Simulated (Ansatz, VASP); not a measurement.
**One calculation of Tl, two programs**

Contents of INCAR:

```
SYSTEM = Tl
PREC = Accurate
ENCUT = 520
EDIFF = 1E-6
ISMEAR = 0
SIGMA = 0.15
LREAL = .False.
LASPH = .True.
NELM = 80
ALGO = Fast
ISIF = 2
LWAVE = .False.
LCHARG = .False.
GGA = CA
NBANDS = 12
```

The input KPOINTS:

```
regular mesh
0
Gamma
  16 16 16
  0 0 0
```

File POSCAR:

```
Tl
1.0
    0.0000000000      2.3430241714      2.4663412330
    2.3430241714      0.0000000000      2.4663412330
    2.3430241714      2.3430241714      0.0000000000
Tl
1
Direct
    0.0000000000      0.0000000000      0.0000000000
```

Input for Ansatz:

```yaml
crystal:
  lattice:
    - [0.0, 2.3430241714, 2.466341233]
    - [2.3430241714, 0.0, 2.466341233]
    - [2.3430241714, 2.3430241714, 0.0]
  atoms:
    - { symbol: Tl, position: [0.0, 0.0, 0.0] }
basis:
  ecutwfc: 420
kpoints:
  mp_grid: { grid: [16, 16, 16] }
hamiltonian:
  xc: lda
scf:
  occupations: { method: gaussian, width: 0.15 }
output:
  forces: true
  stress: true
  eigenvalues: true
```

Change from the starting cell: strain -0.050 along x and y, +0.000 along z, atoms carried along.

Alike in both runs: task single point; functional LDA; k mesh 16 × 16 × 16; occupations gaussian, width 0.15 eV; no spin polarisation.

|  | VASP | Ansatz |
| --- | --- | --- |
| version | VASP 6.6.1 | Ansatz 0.2.0 |
| potentials or method | VASP PAW LDA potentials, release 64 (Tl_d) | scalar-relativistic, plane waves, PAW |
| plane-wave cutoff (eV) | 520 | 420 |
| valence electrons in the cell | 13 | 13 |

VASP gave:

```
gap on the k mesh at the Fermi level (eV)       : none
pressure (GPa)                                  : 0.1
largest component of the traceless stress (GPa) : 0.05
```

What did Ansatz give for the same quantities?

gap on the k mesh at the Fermi level (eV): none; pressure (GPa): 0.0; largest component of the traceless stress (GPa): 0.07.

A gap of «none» marks a metal or a gap that the smearing closes.

Spin-orbit coupling is left out, which matters for the levels of Tl.
